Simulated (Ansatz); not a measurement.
Crystal: PbO, rock salt type, 2 atoms in the cell.

These are results of r²SCAN, plane waves, PAW datasets (generated soft set 1) (Ansatz 0.2.0 development build), not measurements.

Cutoff 500 eV; k-mesh 11×11×11 Γ-centred; Fermi–Dirac smearing of 0.1 eV; no spin polarisation; no spin–orbit coupling.

The fit to the energies gives V₀ = 17.737 Å³/atom (a₀ = 5.216 Å), B₀ = 98.4 GPa, B₀′ = 4.47.

(1) What pressure does the program print at V = 18.440 Å³/atom, and how far above the lowest computed point (V = 17.892 Å³/atom) does the energy lie?

Results:

(1) -3.51 GPa and 7.56 meV/atom. All points:

```tsv
V (Å³/atom)	a (Å)	E − E(min) (meV/atom)	P (GPa)
16.797	5.1220	16.51	6.05
17.344	5.1771	2.38	2.32
17.892	5.2310	0.00	-0.84
18.440	5.2838	7.56	-3.51
18.988	5.3356	23.49	-5.76
```

The stress includes the program's correction for the finite plane-wave basis.

This cubic structure is a model: it isn't the usual form of the substance at ambient conditions, and such phases are metastable or hypothetical. The k-mesh is modest, so these values aren't fully converged in k. Spin–orbit coupling is left out, which matters for 6p elements such as Tl, Pb and Bi.
